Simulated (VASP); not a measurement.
# Li: convergence, RPA pressure from two volumes

Li, Im-3m (no. 229), 1 atom in the cell. PBE, RPA total energies; PAW potentials Li_GW (PBE set). VASP 6.6.1.

Wanted: pressure from correlation alone within 0.3 GPa.

Long-wave limit: left out; k mesh of the exchange step: 8 × 8 × 8; Volumes (share of the given one): 0.97, 1.03.

## k mesh of the correlation step

| k mesh of the correlation step | Pressure from correlation alone (GPa) | Time (s) |
|---|---|---|
| 2x2x2 | -0.16 | 37 |
| 3x3x3 | -1.30 | 31 |
| 4x4x4 | -1.54 | 40 |
| 6x6x6 | -1.79 | 39 |
| 8x8x8 | -1.93 | 73 |
| 10x10x10 (reference) | -2.02 | 100 |

Chosen: 8x8x8, the loosest value from which every tighter one stays within half of the tolerance.

## The input

INCAR.step1:
```
SYSTEM = Li
ISMEAR = 0
SIGMA = 0.1
EDIFF = 1E-8
PREC = Accurate
LASPH = .True.
LREAL = .False.
LCHARG = .False.
ENCUT = 150
GGA = PE
LWAVE = .True.
ALGO = Normal
KPAR = 8
```

INCAR.step2:
```
SYSTEM = Li
ISMEAR = 0
SIGMA = 0.1
EDIFF = 1E-8
PREC = Accurate
LASPH = .True.
LREAL = .False.
LCHARG = .False.
ENCUT = 150
GGA = PE
ALGO = Eigenval
NELM = 1
LWAVE = .False.
PRECFOCK = Fast
LHFCALC = .True.
AEXX = 1.0
ALDAC = 0.0
AGGAC = 0.0
KPAR = 8
```

INCAR.step3:
```
SYSTEM = Li
ISMEAR = 0
SIGMA = 0.1
EDIFF = 1E-8
PREC = Accurate
LASPH = .True.
LREAL = .False.
LCHARG = .False.
ENCUT = 150
GGA = PE
ALGO = ACFDT
NOMEGA = 16
LWAVE = .False.
PRECFOCK = Fast
```

KPOINTS.step1:
```
k-points
0
Gamma
  8 8 8
```

KPOINTS.step3:
```
Automatic mesh
0
Gamma
  8 8 8
  0 0 0
```

POSCAR.step1:
```
Li
1.0
   -1.7369250508      1.7369250508      1.7369250508
    1.7369250508     -1.7369250508      1.7369250508
    1.7369250508      1.7369250508     -1.7369250508
Li
1
Direct
    0.0000000000      0.0000000000      0.0000000000
```

POSCAR.step4:
```
Li
1.0
   -1.7720239022      1.7720239022      1.7720239022
    1.7720239022     -1.7720239022      1.7720239022
    1.7720239022      1.7720239022     -1.7720239022
Li
1
Direct
    0.0000000000      0.0000000000      0.0000000000
```

Commands (each step's output is kept before the next begins):
```
cat potpaw_PBE.64/Li_GW/POTCAR > POTCAR
cp INCAR.step1 INCAR
cp KPOINTS.step1 KPOINTS
cp POSCAR.step1 POSCAR
mpirun -np 8 vasp_std > vasp.out
cp INCAR.step2 INCAR
mpirun -np 8 vasp_std > vasp.out
rm WAVECAR CHG
cp INCAR.step3 INCAR
cp KPOINTS.step3 KPOINTS
mpirun -np 8 vasp_std > vasp.out
rm WAVECAR CHG
cp INCAR.step1 INCAR
cp KPOINTS.step1 KPOINTS
cp POSCAR.step4 POSCAR
mpirun -np 8 vasp_std > vasp.out
cp INCAR.step2 INCAR
mpirun -np 8 vasp_std > vasp.out
rm WAVECAR CHG
cp INCAR.step3 INCAR
cp KPOINTS.step3 KPOINTS
mpirun -np 8 vasp_std > vasp.out
```

Limits: The lithium file treats the 1s shell as core.

The chosen input took VASP 6.6.1 73 s on 8 cores (Intel Xeon Platinum 8488C (Sapphire Rapids)), a shared host.
